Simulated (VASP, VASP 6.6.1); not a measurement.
# Saturation moment of YCo₅: PBEsol with spin-orbit coupling falls short of the single-crystal value

## The measurement

The reference is the saturation moment of a YCo₅ single crystal grown by the optical floating-zone method: 8.41 μB per formula unit at 4 K, measured by SQUID magnetometry in a field of 1 T along c ("Rare-earth/transition-metal magnetic interactions in pristine and (Ni,Fe)-doped YCo5 and GdCo5", 2017, arXiv:1708.00288). It contains both spin and orbital moments. A second value, 7.7 μB at 4.24 K, comes from an induction-melted and annealed sample in fields up to 70 kOe ("Magnetic properties of YCo$_5$ compound at high pressure", 2018, arXiv:1806.04650). If that sample was polycrystalline, the strong c-axis anisotropy may have prevented full saturation; a departure from the ideal composition would be another possible reason for the lower value. The single crystal magnetised along its easy axis is therefore the better standard.

| compared with | measured | source's wording or label | T (K) | method |
| --- | --- | --- | --- | --- |
| total moment per formula unit (μB) | 8.41 | total saturation moment per formula unit, field along c | 4 | SQUID magnetometry * |
| total moment per formula unit (μB) | 7.7 | saturation magnetization per formula unit | 4.24 | magnetization, fields up to 70 kOe |

Where a quantity has several values, deviations refer to the one marked *.

Conditions are those given with the value in the passage it was taken from; "not stated" means there, and the paper may say more elsewhere.

## Model and target

The aim is to find the cheapest level of theory that gives the total moment within 0.2 μB per formula unit of the single-crystal value. This is a little over two per cent of the moment. Five cobalt atoms, each with an orbital moment of roughly a tenth of a μB or more, contribute more than this together, so the target is strict enough to reveal whether the orbital part has been treated properly.

The model is the six-atom hexagonal cell with lattice parameters from a published structure refinement, whose temperature is not given with the value. The nuclei are static, and thermal and zero-point changes of the cell are left out. Collinear calculations without spin-orbit coupling come first. They give the spin moment alone, so even a number close to 8.41 μB would not count as a success at that stage. Basis and k mesh are then to be tested, and spin-orbit coupling added to obtain the orbital part. Corrections for correlation on cobalt follow only if the sum of both parts calls for them.

System: YCo5; P6/mmm (No. 191), 6 atoms in the cell; conventional a = 4.942, c = 3.976 A, from a published structure refinement (COD).

On the selection of runs and values: 2 further cited values are not listed: repeats, values quoted from earlier work, more than five for one quantity or six quantities, optical onsets of an indirect gap, modes that a denser mesh moves by over 3 %, or quantities that fewer than three runs give. Further runs on this system are not shown.

## 1. Spin moment from two simple functionals

LDA and PBEsol are inexpensive starting points for a metallic ferromagnet. Running both at the same cell, cutoff and mesh shows how far the spin moment depends on the choice between a local and a gradient-corrected functional. Both are expected to fall below the measured total, since the orbital moment is absent.

**Run 1.** VASP 6.6.1: LDA, parallel starting moments; 400 eV, 8x8x8 k mesh; measured cell of 6 atoms, LASPH on.

Key lines of the input:
```
ALGO = Normal
EDIFF = 1E-07
ENCUT = 400
GGA = CA
ISMEAR = 1
ISPIN = 2
LASPH = .TRUE.
LMAXMIX = 4
MAGMOM = 0 2.4 2.4 2.4 2.4 2.4
NBANDS = 44
NELM = 200
PREC = Accurate
SIGMA = 0.15
KPOINTS: Gamma, 8 8 8
PAW data sets: Y_sv Co (LDA 64)
```

Command:
```
mpirun -np 8 vasp_std
```

Selected lines of the output:
```
   1 F= -.47765651E+02 E0= -.47763986E+02  d E =-.499517E-02  mag=     6.7157
    1       -0.014  -0.060  -0.176  -0.001  -0.251
    2       -0.005  -0.025   1.453   0.000   1.423
    5        0.001  -0.028   1.436   0.000   1.410
```

Converged; 26 s on 8 cores of Intel Xeon 6975P-C (Granite Rapids), shared host.

**Run 2.** VASP 6.6.1: PBEsol, parallel starting moments; 400 eV, 8x8x8 k mesh; measured cell of 6 atoms, LASPH on.

Key lines of the input, as changed from run 1:
```diff
- GGA = CA
+ GGA = PS
- PAW data sets: Y_sv Co (LDA 64)
+ PAW data sets: Y_sv Co (PBE 64)
```

Selected lines of the output:
```
   1 F= -.45886249E+02 E0= -.45883164E+02  d E =-.925349E-02  mag=     7.1364
    1       -0.015  -0.079  -0.216  -0.002  -0.312
    2       -0.005  -0.034   1.582   0.000   1.543
    5        0.003  -0.039   1.548   0.000   1.512
```

Converged; 28 s on the same hardware.

| quantity | run 1 | run 2 | measured |
| --- | --- | --- | --- |
| total moment per formula unit (μB) | 6.716 | 7.136 | 8.41 |

Both functionals give a ferromagnet with nearly equal moments on the two cobalt sites and a small opposite moment on yttrium. The spin moment is 6.716 μB in LDA and 7.136 μB in PBEsol, so the gradient correction adds 0.42 μB at the same cell, twice the target.

PBEsol remains 1.27 μB below the measured total. If the orbital part alone were to close this gap, each cobalt atom would have to supply about 0.25 μB. That is a large orbital moment for a metal, and semilocal functionals usually give too small a one.

## 2. Mesh and cutoff for the spin moment

Before the orbital part is added, the PBEsol spin moment is tested separately against a denser k mesh and a higher plane-wave cutoff. The moment of a metal can depend on how finely the Fermi surface is sampled, and both tests take little time in so small a cell. Changes well below 0.2 μB are expected; they would leave the gap to be explained by physics instead of numerical settings.

**Run 3.** VASP 6.6.1: PBEsol, parallel starting moments; 400 eV, 10x10x10 k mesh; measured cell of 6 atoms, LASPH on.

Key lines of the input, as changed from run 2:
```diff
- KPOINTS: Gamma, 8 8 8
+ KPOINTS: Gamma, 10 10 10
```

Selected lines of the output:
```
   1 F= -.45893770E+02 E0= -.45891974E+02  d E =-.538893E-02  mag=     7.1125
```

Converged; 41 s on the same hardware.

**Run 4.** VASP 6.6.1: PBEsol, parallel starting moments; 550 eV, 8x8x8 k mesh; measured cell of 6 atoms, LASPH on.

Key lines of the input, as changed from run 2:
```diff
- ENCUT = 400
+ ENCUT = 550
```

Selected lines of the output:
```
   1 F= -.45878047E+02 E0= -.45874965E+02  d E =-.924433E-02  mag=     7.1327
```

Converged; 50 s on the same hardware.

| quantity | run 3 | run 4 | measured |
| --- | --- | --- | --- |
| total moment per formula unit (μB) | 7.112 | 7.132 | 8.41 |

The denser mesh lowers the spin moment by 0.024 μB and the higher cutoff by 0.004 μB. Both changes are small beside the target of 0.2 μB and tiny beside the gap of 1.27 μB, and both go in the direction that widens it. For PBEsol without spin-orbit coupling, the original mesh and cutoff are therefore adequate.

## 3. Adding the orbital moment

Spin-orbit coupling is the missing physics that the comparison with a magnetometer demands. It is added to PBEsol with the moments along the hexagonal axis, the direction of the measured field. The non-collinear calculation uses a 6×6×6 mesh to limit its cost, coarser than those tested so far. The spin moment should change little, and the orbital moments on cobalt should point the same way as the spin, as is usual for a d shell more than half full. Since semilocal functionals tend to underestimate orbital moments, the sum is expected to rise but to stay below the measured value.

**Run 5.** VASP 6.6.1: PBEsol with spin-orbit coupling, non-collinear; 400 eV, 6x6x6 k mesh; measured cell of 6 atoms, moments along Cartesian z, LASPH on.

Key lines of the input:
```
ALGO = Normal
EDIFF = 1E-07
ENCUT = 400
GGA = PS
GGA_COMPAT = .FALSE.
ISMEAR = 1
ISYM = -1
LASPH = .TRUE.
LMAXMIX = 4
LNONCOLLINEAR = .TRUE.
LORBMOM = .TRUE.
LSORBIT = .TRUE.
MAGMOM = 0 0 0 0 0 2.4 0 0 2.4 0 0 2.4 0 0 2.4 0 0 2.4
NBANDS = 68
NELM = 200
PREC = Accurate
SIGMA = 0.15
KPOINTS: Gamma, 6 6 6
PAW data sets: Y_sv Co (PBE 64)
```

Command:
```
mpirun -np 8 vasp_ncl
```

Selected lines of the output:
```
   1 F= -.45984936E+02 E0= -.45981528E+02  d E =-.102242E-01  mag=    -0.0175    -0.0043     7.1006
```

Converged; 10 min on the same hardware.

| quantity | run 5 | measured | deviation |
| --- | --- | --- | --- |
| total moment per formula unit (μB) | 7.742 | 8.41 | −0.668 (−7.9 %) |

With spin-orbit coupling the total moment rises to 7.742 μB, still 0.67 μB short of the reference and well outside the target. The spin part is 7.101 μB, almost the same as without the coupling, so the orbital part supplies 0.64 μB, or about 0.13 μB per cobalt atom. It is parallel to the spin and closes about half of the original gap.

The total happens to lie close to the lower measured value of 7.7 μB. That is no reason to change the standard: the doubt about saturation in that sample remains, and semilocal functionals are known to give orbital moments that are too small in such cobalt compounds.

## 4. A Hubbard correction on cobalt

A Hubbard term on the cobalt d shell usually enhances the orbital moment, and it may raise the spin moment as well. A moderate U of 2 eV is tried with spin-orbit coupling, alongside a collinear calculation at the same U. The collinear one uses the denser 8×8×8 mesh and so also shows whether the spin part of the coupled calculation is sound. The total should rise; whether it stops near the measured value is open, because U is a parameter here and is not derived for this metal.

**Run 6.** VASP 6.6.1: PBEsol+U (Co 2 eV), parallel starting moments; 400 eV, 8x8x8 k mesh; measured cell of 6 atoms, LASPH on.

Key lines of the input, as changed from run 2:
```diff
+ LDAU = .TRUE.
+ LDAUJ = 0 0
+ LDAUL = -1 2
+ LDAUTYPE = 2
+ LDAUU = 0 2
```

Selected lines of the output:
```
   1 F= -.37612367E+02 E0= -.37609169E+02  d E =-.959614E-02  mag=     7.7709
```

Converged; 32 s on the same hardware.

**Run 7.** VASP 6.6.1: PBEsol+U (Co 2 eV) with spin-orbit coupling, non-collinear; 400 eV, 6x6x6 k mesh; measured cell of 6 atoms, moments along Cartesian z, LASPH on.

Key lines of the input, as changed from run 5:
```diff
+ LDAU = .TRUE.
+ LDAUJ = 0 0
+ LDAUL = -1 2
+ LDAUTYPE = 2
+ LDAUU = 0 2
```

Selected lines of the output:
```
DAV: 196    -0.377389024224E+02   -0.91677E-03   -0.10076E-02 29376   0.601E-01    0.780E-02
DAV: 197    -0.377381390298E+02    0.76339E-03   -0.11589E-02 29376   0.631E-01    0.448E-02
DAV: 198    -0.377380062222E+02    0.13281E-03   -0.28045E-03 29376   0.347E-01    0.397E-02
DAV: 199    -0.377379827272E+02    0.23495E-04   -0.76347E-04 29392   0.177E-01    0.375E-02
DAV: 200    -0.377380989684E+02   -0.11624E-03   -0.21386E-03 29384   0.288E-01
   1 F= -.37738099E+02 E0= -.37735999E+02  d E =-.629927E-02  mag=    -0.0074    -0.0079     7.7857
```

Not converged; 27 min on the same hardware.

| quantity | run 6 | measured |
| --- | --- | --- |
| total moment per formula unit (μB) | 7.771 | 8.41 |

The coupled calculation with U = 2 eV did not converge within 200 electronic steps. Its energy was still changing by about 10⁻⁴ eV at the end, so no total moment is taken from it.

The collinear calculation did converge, to a spin moment of 7.771 μB, or 0.63 μB more than PBEsol without U. That leaves 0.64 μB to the measured total, the same as the orbital part found with plain PBEsol. Adding the two would reproduce the reference, but the sum would mix two levels of theory. A Hubbard term is expected to enlarge the orbital moment too, in which case a consistent total would lie higher. The agreement is therefore not counted as a success.

## 5. How firm is the spin part?

Two collinear calculations are added at the same cell, cutoff and mesh. One halves U to 1 eV, to show how strongly the spin moment depends on this parameter. The other uses r2SCAN, a meta-GGA without an adjustable U; such functionals tend to exaggerate the moments of metallic ferromagnets, and a spin moment well above that of PBEsol is expected. Neither contains the orbital part, so they can test the spin contribution but cannot by themselves meet the target.

**Run 8.** VASP 6.6.1: PBEsol+U (Co 1 eV), parallel starting moments; 400 eV, 8x8x8 k mesh; measured cell of 6 atoms, LASPH on.

Key lines of the input, as changed from run 6:
```diff
- LDAUU = 0 2
+ LDAUU = 0 1
```

Selected lines of the output:
```
   1 F= -.41657175E+02 E0= -.41655757E+02  d E =-.425527E-02  mag=     7.6370
```

Converged; 30 s on the same hardware.

**Run 9.** VASP 6.6.1: r2SCAN, parallel starting moments; 400 eV, 8x8x8 k mesh; measured cell of 6 atoms, LASPH on.

Key lines of the input, as changed from run 2:
```diff
- GGA = PS
+ METAGGA = R2SCAN
```

Selected lines of the output:
```
   1 F= -.86925648E+02 E0= -.86923464E+02  d E =-.655197E-02  mag=     7.8536
tot         -0.003  -0.527   8.939  -0.007   8.402
```

Converged; 75 s on the same hardware.

| quantity | run 8 | run 9 | measured |
| --- | --- | --- | --- |
| total moment per formula unit (μB) | 7.637 | 7.854 | 8.41 |

A U of 1 eV already raises the spin moment to 7.637 μB, 0.50 μB above PBEsol, while the second electronvolt adds only 0.13 μB. The response is far from linear, and most of it comes at a small U. r2SCAN gives 7.854 μB, as expected well above PBEsol and slightly above the result for U = 2 eV.

The orbital part needed to reach the measured total would be 0.77 μB with U = 1 eV and 0.56 μB with r2SCAN. Both are of the size found with PBEsol and spin-orbit coupling, but neither level has an orbital moment of its own here, so neither can be said to meet or miss the target. The sum of the r2SCAN sphere moments, 8.402 μB, nearly coincides with the measurement, but this has no significance: it is a spin quantity that depends on the chosen spheres, and the spin moment of the whole cell is the lower figure.

## Collected results

| run | settings | total moment per formula unit (μB) | deviation | cost | status |
| --- | --- | --- | --- | --- | --- |
| 1 | LDA, parallel starting moments, 400 eV, 8x8x8 k mesh | 6.716 | −1.694 (−20.1 %) | 3.5 core-min |  |
| 2 | PBEsol, parallel starting moments, 400 eV, 8x8x8 k mesh | 7.136 | −1.274 (−15.1 %) | 3.7 core-min |  |
| 3 | PBEsol, parallel starting moments, 400 eV, 10x10x10 k mesh | 7.112 | −1.298 (−15.4 %) | 5.5 core-min |  |
| 4 | PBEsol, parallel starting moments, 550 eV, 8x8x8 k mesh | 7.132 | −1.278 (−15.2 %) | 6.7 core-min |  |
| 5 | PBEsol with spin-orbit coupling, non-collinear, 400 eV, 6x6x6 k mesh, moments along Cartesian z | 7.742 | −0.668 (−7.9 %) | 80 core-min |  |
| 6 | PBEsol+U (Co 2 eV), parallel starting moments, 400 eV, 8x8x8 k mesh | 7.771 | −0.639 (−7.6 %) | 4.3 core-min |  |
| 7 | PBEsol+U (Co 2 eV) with spin-orbit coupling, non-collinear, 400 eV, 6x6x6 k mesh, moments along Cartesian z | – |  | 3.5 core-h | not converged |
| 8 | PBEsol+U (Co 1 eV), parallel starting moments, 400 eV, 8x8x8 k mesh | 7.637 | −0.773 (−9.2 %) | 4 core-min |  |
| 9 | r2SCAN, parallel starting moments, 400 eV, 8x8x8 k mesh | 7.854 | −0.556 (−6.6 %) | 10 core-min |  |
|  | measured | 8.41 |  |  |  |

## Outcome

The target was not met. PBEsol with spin-orbit coupling, the only converged level that contains both spin and orbital moments, gives 7.742 μB per formula unit against the measured 8.41 μB. It is 0.67 μB too low, more than three times the allowed 0.2 μB, at a cost of 80 core-minutes. It does lie close to the other measured value, 7.7 μB, but that sample may not have been fully saturated, so this agreement does not count as a success.

The decisive step was adding spin-orbit coupling, which brought in an orbital part of 0.64 μB and closed about half of the gap left by the spin moment alone. The mesh and cutoff tests moved the PBEsol spin moment by less than 0.03 μB. The orbital part was not tested in this way.

The most likely cause of the remaining deficit is an orbital moment that is too small, a known weakness of semilocal functionals. The spin moment may also be too low: a Hubbard term or r2SCAN raises it by 0.5 to 0.7 μB, though this does not show that the larger values are right. These runs do not determine how the deficit divides between the two parts. Thermal expansion is an unlikely explanation: if the cell was measured at room temperature, its contraction on cooling should lower the moment slightly.

The coupled calculation with U = 2 eV was the most expensive, at 3.5 core-hours, and did not converge. Whether a Hubbard term gives the right total, or overshoots it, is therefore undecided. An orbital-polarisation correction, not tried here, would address the suspected weakness most directly.

[Logs are printed without paths, hosts, clocks, repeated set-up lines and the standing remarks that a program may print on its own settings, such as how far it seeks lower states.]

[The runs shown are a pick from a larger set of finished runs; failed, doubtful and other runs were left out of it ahead of writing. So were measured values far from every level or from commonly accepted values, and agreement can look better than it is. Lines of input and output are excerpts and may be shortened.]
